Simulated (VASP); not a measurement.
# Sm (I4/mmm) in VASP: notebook

The runs below take Sm through single point, with PBE.

Everything below comes from runs of VASP 6.6.1. Logs are shortened: lines on timing, memory, paths and dates and some standing lists are left out, and cuts for length are marked.

## 1. The structure

It takes space group I4/mmm (No. 139, tetragonal). The conventional cell has a = 3.635 Å, b = 3.635 Å, c = 5.122 Å, α = 90.00°, β = 90.00°, γ = 90.00°. Sm (site symmetry 4/mmm) has 12 Sm at 3.63 Å as nearest neighbours.

This isn't the form of Sm at room conditions, which is rhombohedral.

## 2. Single point, PBE, collinear spin, ferromagnetic start

File INCAR:

```
PREC = Accurate ; ENCUT = 460
EDIFF = 1E-6 ; ISMEAR = -1
SIGMA = 0.05 ; LREAL = F
LASPH = T ; NELM = 100
ALGO = Normal ; ISIF = 2
LWAVE = F ; LCHARG = F
ISPIN = 2 ; MAGMOM = 5
LORBIT = 11 ; LMAXMIX = 6
GGA = PE ; NBANDS = 18
ADDGRID = F
```

File KPOINTS:

```
regular mesh
0
Gamma
  11 11 11
```

File POSCAR:

```
Sm
1.0
   -1.8173030691      1.8173030691      2.5609871902
    1.8173030691     -1.8173030691      2.5609871902
    1.8173030691      1.8173030691     -2.5609871902
Sm
1
Direct
    0.0000000000      0.0000000000      0.0000000000
```

Potentials or basis: VASP PAW PBE potentials, release 64 (Sm).

Command:

```sh
cat potpaw_PBE.64/Sm/POTCAR > POTCAR
mpirun -np 1 vasp_std > vasp.out
```

OUTCAR:

```text
PREC = Accurate
   ENCUT = 460
   EDIFF = 1E-6
   ISMEAR = -1
   LREAL = F
   LASPH = T
   NELM = 100
   ISIF = 2
   ISPIN = 2
   LORBIT = 11
   GGA = PE

 Found    126 irreducible k-points:

 Following reciprocal coordinates:
            Coordinates               Weight
  0.000000  0.000000  0.000000      1.000000
  0.090909  0.000000  0.000000      8.000000
  0.181818  0.000000  0.000000      8.000000
  0.272727  0.000000  0.000000      8.000000
  0.363636  0.000000  0.000000      8.000000
  0.454545  0.000000  0.000000      8.000000
   k-points           NKPTS =    126   k-points in BZ     NKDIM =    126   number of bands    NBANDS=     18
   number of dos      NEDOS =    301   number of ions     NIONS =      1
   total plane-waves  NPLWV =  21952
   dimension x,y,z NGX =    28 NGY =   28 NGZ =   28
   dimension x,y,z NGXF=    56 NGYF=   56 NGZF=   56
   ions per type =               1
   NGX,Y,Z   is equivalent  to a cutoff of  12.83, 12.83, 12.83 a.u.
   NGXF,Y,Z  is equivalent  to a cutoff of  25.66, 25.66, 25.66 a.u.
 SYSTEM =  unknown system
   PREC   = accura    normal or accurate (medium, high low for compatibility)
   ISTART =      0    job   : 0-new  1-cont  2-samecut
   ICHARG =      2    charge: 1-file 2-atom 10-const
   ISPIN  =      2    spin polarized calculation?
   LNONCOLLINEAR =      F non collinear calculations
   LSORBIT =      F    spin-orbit coupling
   LASPH  =      T    aspherical Exc in radial PAW
   ENCUT  =  460.0 eV  33.81 Ry    5.81 a.u.   6.34  6.34  6.34*2*pi/ulx,y,z
   NELM   =    100;   NELMIN=  2; NELMDL= -5     # of ELM steps
   EDIFF  = 0.1E-05   stopping-criterion for ELM
   LREAL  =      F    real-space projection
   EDIFFG = 0.1E-04   stopping-criterion for IOM
   NSW    =      0    number of steps for IOM
   IBRION =     -1    ionic relax: 0-MD 1-quasi-New 2-CG
   NFREE  =      0    steps in history (QN), initial steepest desc. (CG)
   ISIF   =      2    stress and relaxation
   ISYM   =      2    0-nonsym 1-usesym 2-fastsym
   POTIM  = 0.5000    time-step for ionic-motion
   TEBEG  =    0.0;   TEEND  =   0.0 temperature during run
   PSTRESS=    0.0 pullay stress
   NELECT =      16.0000    total number of electrons
   NUPDOWN=      -1.0000    fix difference up-down
   EMIN   =  10.00;   EMAX   =-10.00  energy-range for DOS
   EFERMI =   0.00;   METHOD = LEGACY
   ISMEAR =    -1;   SIGMA  =   0.05  broadening in eV -4-tet -1-fermi 0-gaus
   EFERMI_NEDOS =   21; number of points for ismear=-14 and -15
   IALGO  =     38    algorithm
   IMIX   =      4    mixing-type and parameters
     AMIX     =   0.40;   BMIX     =  1.00
     AMIX_MAG =   1.60;   BMIX_MAG =  1.00
  volume/ion in A,a.u.               =      33.83       228.31
  Fermi-wavevector in a.u.,A,eV,Ry     =   1.275481  2.410310 22.134675  1.626853
  Thomas-Fermi vector in A             =   2.408191
   LORBIT       =     11    0 simple, 1 ext, 2 COOP (PROOUT), +10 PAW based schemes
   GGA     = PE    functional components
   LHFCALC =     F    Hartree Fock is set to
   AEXX    =    0.0000 exact exchange contribution
   IVDW    =     0    specifies the selected vdW correction
   LEPSILON=     F    determine dielectric tensor
   LRPA    =     F    only Hartree local field effects (RPA)
 spin polarized calculation
  energy-cutoff  :      460.00
  volume of cell :       33.83
 maximum number of plane-waves:       769
 NGX is ok and might be reduce to    28
   NGX = 13   NGY = 13   NGZ = 13

 number of electron      16.0000000 magnetization       6.5488469

 Free energy of the ion-electron system (eV)
  ---------------------------------------------------
  ext. energy  EPLUGINS =         0.00000000
  ---------------------------------------------------
  free energy    TOTEN  =        -9.31665912 eV

  energy without entropy =       -9.25071629  energy(sigma->0) =       -9.28368770

 E-fermi :   3.0684     XC(G=0):  -9.7779

 val. band max:        3.0670982959   @ k =  -0.2727  -0.4545   0.1818
 cond. band min:       3.0719320934   @ k =   0.1818   0.1818   0.1818
 fundamental gap:      0.0048337975
 Fermi energy:         3.0683583585

 spin component 1

 k-point     1 :       0.0000    0.0000    0.0000
  band No.  band energies     occupation
      1     -36.9483      1.00000
      2     -16.0870      1.00000
      3     -16.0870      1.00000
      4     -16.0860      1.00000
      5      -1.4564      1.00000
      6       2.7415      0.99855
      7       2.8293      0.99169
      8       2.8293      0.99169
      9       2.8298      0.99159
     10       2.8420      0.98930
     11       2.8420      0.98930
     12       2.8448      0.98870
     13       4.8660      0.00000
     14       4.8660      0.00000
     15       4.8964      0.00000
     16       7.3484      0.00000
     17       7.3998      0.00000
     18      12.1765      0.00000

 k-point     2 :       0.0909    0.0000    0.0000
  band No.  band energies     occupation
      1     -36.9403      1.00000
      2     -16.1728      1.00000
      3     -16.0974      1.00000
      4     -16.0963      1.00000
      5      -1.2186      1.00000
      6       2.7233      0.99899
      7       2.7954      0.99576
      8       2.7957      0.99573
      9       2.8303      0.99152
     10       2.8325      0.99114
     11       2.8521      0.98695
     12       2.8538      0.98649
     13       4.6993      0.00000
     14       5.0005      0.00000
     15       5.0215      0.00000
     16       7.2300      0.00000
     17       7.2766      0.00000
     18      12.6497      0.00000

 k-point     3 :       0.1818    0.0000    0.0000
  band No.  band energies     occupation
      1     -36.9188      1.00000
      2     -16.3965      1.00000
      3     -16.1255      1.00000
      4     -16.1234      1.00000
      5      -0.5816      1.00000
      6       2.6869      0.99951
      7       2.7228      0.99900
      8       2.7238      0.99898
      9       2.8032      0.99505
     10       2.8321      0.99121
     11       2.8818      0.97659
     12       2.8835      0.97580
     13       4.3450      0.00000
     14       5.2274      0.00000
     15       5.2535      0.00000
     16       7.1282      0.00000
     17       7.1588      0.00000
     18      12.9715      0.00000

 k-point     4 :       0.2727    0.0000    0.0000
  band No.  band energies     occupation
      1     -36.8905      1.00000
      2     -16.6745      1.00000
      3     -16.1616      1.00000
      4     -16.1583      1.00000
      5       0.2063      1.00000
      6       2.6550      0.99974
      7       2.6564      0.99974
      8       2.7123      0.99919
      9       2.7635      0.99776
     10       2.8344      0.99080
     11       2.9306      0.94020
     12       2.9322      0.93840
     13       4.1049      0.00000
     14       5.1658      0.00000
     15       5.2009      0.00000
     16       7.5414      0.00000
     17       7.5495      0.00000
     18      12.1523      0.00000

 k-point     5 :       0.3636    0.0000    0.0000
  band No.  band energies     occupation
      1     -36.8642      1.00000
      2     -16.9172      1.00000
      3     -16.1946      1.00000
      4     -16.1901      1.00000
      5       0.7493      1.00000
      6       2.6086      0.99990
      7       2.6101      0.99990
      8       2.7104      0.99922
      9       2.8364      0.99043
     10       2.8978      0.96805
     11       2.9895      0.82885
     12       2.9908      0.82503
     13       4.2094      0.00000
     14       4.8938      0.00000
     15       4.9314      0.00000
     16       8.3788      0.00000
     17       8.3877      0.00000
     18      11.6477      0.00000

 k-point     6 :       0.4545    0.0000    0.0000
  band No.  band energies     occupation
      1     -36.8485      1.00000
      2     -17.0565      1.00000
      3     -16.2140      1.00000
      4     -16.2088      1.00000
      5       0.9257      1.00000
      6       2.5859      0.99994
      7       2.5874      0.99993
      8       2.6814      0.99956
      9       2.8377      0.99018
     10       3.0262      0.69926
     11       3.0344      0.66344
     12       3.0354      0.65909
     13       4.6008      0.00000
     14       4.6939      0.00000
     15       4.7317      0.00000
     16       9.1067      0.00000
     17       9.1284      0.00000
     18      11.6879      0.00000

 [... further k-points ...]

 spin component 2

 k-point     1 :       0.0000    0.0000    0.0000
  band No.  band energies     occupation
      1     -34.2600      1.00000
      2     -13.9876      1.00000
      3     -13.9876      1.00000
      4     -13.9872      1.00000
      5      -0.1899      1.00000
      6       6.0102      0.00000
      7       6.1393      0.00000
      8       6.1393      0.00000
      9       6.1697      0.00000
     10       6.5926      0.00000
     11       6.5926      0.00000
     12       6.5990      0.00000
     13       7.2423      0.00000
     14       7.2423      0.00000
     15       7.2435      0.00000
     16       8.6003      0.00000
     17       8.6535      0.00000
     18      14.1284      0.00000

 k-point     2 :       0.0909    0.0000    0.0000
  band No.  band energies     occupation
      1     -34.2506      1.00000
      2     -14.0865      1.00000
      3     -13.9992      1.00000
      4     -13.9985      1.00000
      5       0.0573      1.00000
      6       5.5809      0.00000
      7       6.1937      0.00000
      8       6.2136      0.00000
      9       6.3970      0.00000
     10       6.5934      0.00000
     11       6.5980      0.00000
     12       6.6116      0.00000
     13       7.2439      0.00000
     14       7.2649      0.00000
     15       7.2664      0.00000
     16       8.5230      0.00000
     17       8.5693      0.00000
     18      14.5488      0.00000

 k-point     3 :       0.1818    0.0000    0.0000
  band No.  band energies     occupation
      1     -34.2252      1.00000
      2     -14.3425      1.00000
      3     -14.0306      1.00000
      4     -14.0288      1.00000
      5       0.7154      1.00000
      6       5.0998      0.00000
      7       6.2468      0.00000
      8       6.2693      0.00000
      9       6.4023      0.00000
     10       6.6224      0.00000
     11       6.6269      0.00000
     12       6.7314      0.00000
     13       7.2468      0.00000
     14       7.2682      0.00000
     15       7.2773      0.00000
     16       8.5330      0.00000
     17       8.5587      0.00000
     18      14.3439      0.00000

 k-point     4 :       0.2727    0.0000    0.0000
  band No.  band energies     occupation
      1     -34.1916      1.00000
      2     -14.6580      1.00000
      3     -14.0710      1.00000
      4     -14.0677      1.00000
      5       1.5226      1.00000
      6       4.8719      0.00000
      7       6.1518      0.00000
      8       6.1812      0.00000
      9       6.3057      0.00000
     10       6.6909      0.00000
     11       6.6940      0.00000
     12       6.8375      0.00000
     13       7.1637      0.00000
     14       7.1742      0.00000
     15       7.2505      0.00000
     16       9.0025      0.00000
     17       9.0070      0.00000
     18      13.5247      0.00000

 k-point     5 :       0.3636    0.0000    0.0000
  band No.  band energies     occupation
      1     -34.1604      1.00000
      2     -14.9316      1.00000
      3     -14.1077      1.00000
      4     -14.1031      1.00000
      5       2.0771      1.00000
      6       5.1074      0.00000
      7       5.9772      0.00000
      8       6.0127      0.00000
      9       6.2281      0.00000
     10       6.7405      0.00000
     11       6.7425      0.00000
     12       6.9251      0.00000
     13       7.0594      0.00000
     14       7.0648      0.00000
     15       7.2537      0.00000
     16       9.7968      0.00000
     17       9.8075      0.00000
     18      13.0901      0.00000

 k-point     6 :       0.4545    0.0000    0.0000
  band No.  band energies     occupation
      1     -34.1418      1.00000
      2     -15.0880      1.00000
      3     -14.1293      1.00000
      4     -14.1239      1.00000
      5       2.2569      1.00000
      6       5.4865      0.00000
      7       5.8530      0.00000
      8       5.8909      0.00000
      9       6.2402      0.00000
     10       6.7623      0.00000
     11       6.7639      0.00000
     12       7.0112      0.00000
     13       7.0136      0.00000
     14       7.0262      0.00000
     15       7.2557      0.00000
     16      10.4752      0.00000
     17      10.4980      0.00000
     18      13.1947      0.00000

 [... further k-points ...]
[... 5 lines left out ...]
  --------------------------------------------------------------------------------------
  -------------------------------------------------------------------------------------
  Total        0.5271549      0.5271549      0.5321564      0.0000000      0.0000000      0.0000000
  in kB       24.9647185     24.9647185     25.2015815      0.0000000      0.0000000      0.0000000
  external PRESSURE =      25.0436728 kB  Pullay stress =       0.0000000 kB

 VOLUME and BASIS-vectors are now :
 -----------------------------------------------------------------------------
  energy-cutoff  :      460.00
  volume of cell :       33.83
      direct lattice vectors                 reciprocal lattice vectors
    -1.817303069  1.817303069  2.560987190     0.000000000  0.275132975  0.195237212
     1.817303069 -1.817303069  2.560987190     0.275132975  0.000000000  0.195237212
     1.817303069  1.817303069 -2.560987190     0.275132975  0.275132975  0.000000000

 POSITION                                       TOTAL-FORCE (eV/Angst)
 -----------------------------------------------------------------------------------
      0.00000      0.00000      0.00000         0.000000      0.000000      0.000000
 -----------------------------------------------------------------------------------
    total drift:                               -0.000000     -0.000000     -0.000000

  FREE ENERGIE OF THE ION-ELECTRON SYSTEM (eV)
  ---------------------------------------------------
  free  energy   TOTEN  =        -9.3166591155 eV

  energy  without entropy=       -9.2507162936  energy(sigma->0) =       -9.28368770

 total charge

# of ion       s       p       d       f       tot
--------------------------------------------------
    1        2.082   5.609   0.465   5.507  13.662

 magnetization (x)

# of ion       s       p       d       f       tot
--------------------------------------------------
    1       -0.002  -0.057   0.263   5.500   5.703
```

It took 2.7 min on 1 thread of Intel Xeon Platinum 8559C (Emerald Rapids), shared host; peak memory 0.26 GiB.

The run converged, but some of its settings lie outside the range that counts as converged, so its numbers aren't taken as properties of the crystal.

Results:

```
Free energy                                           : -9.3167 eV
Pressure                                              : 2.5 GPa
Band gap on the k mesh                                : none (metal or under the smearing width)
Net moment                                            : 6.55 μB per cell
Site moments                                          : Sm +5.70 μB
Valence electrons inside the program's atomic spheres : Sm 13.66
```

Caveat: the magnetic or orbital state may not be the lowest; spin-orbit coupling is left out, which moves the levels of the heavy elements.

## 3. Single point, PBE, collinear spin, ferromagnetic start

INCAR is that of step 2.

KPOINTS is that of step 2.

File POSCAR:

```
Sm
1.0
   -1.8424340000      1.8281900000      2.5309280000
    1.8521830000     -1.8921630000      2.5832430000
    1.7732950000      1.8230240000     -2.5763240000
Sm
1
Direct
    0.0008670000     -0.0165060000      0.0081580000
```

Potentials or basis: VASP PAW PBE potentials, release 64 (Sm).

Command:

```sh
cat potpaw_PBE.64/Sm/POTCAR > POTCAR
mpirun -np 1 vasp_std > vasp.out
```

It took 13 min on 1 thread of Intel Xeon Platinum 8559C (Emerald Rapids), shared host; peak memory 0.64 GiB.

The run converged, but some of its settings lie outside the range that counts as converged, so its numbers aren't taken as properties of the crystal.

Results:

```yaml
Free_energy: -9.3140 eV
Pressure: 2.6 GPa
Band_gap_on_the_k_mesh: none (metal or under the smearing width)
Net_moment: 6.55 μB per cell
Site_moments: Sm +5.70 μB
Valence_electrons_inside_the_program's_atomic_spheres: Sm 13.66
```

Caveat: the magnetic or orbital state may not be the lowest; spin-orbit coupling is left out, which moves the levels of the heavy elements.
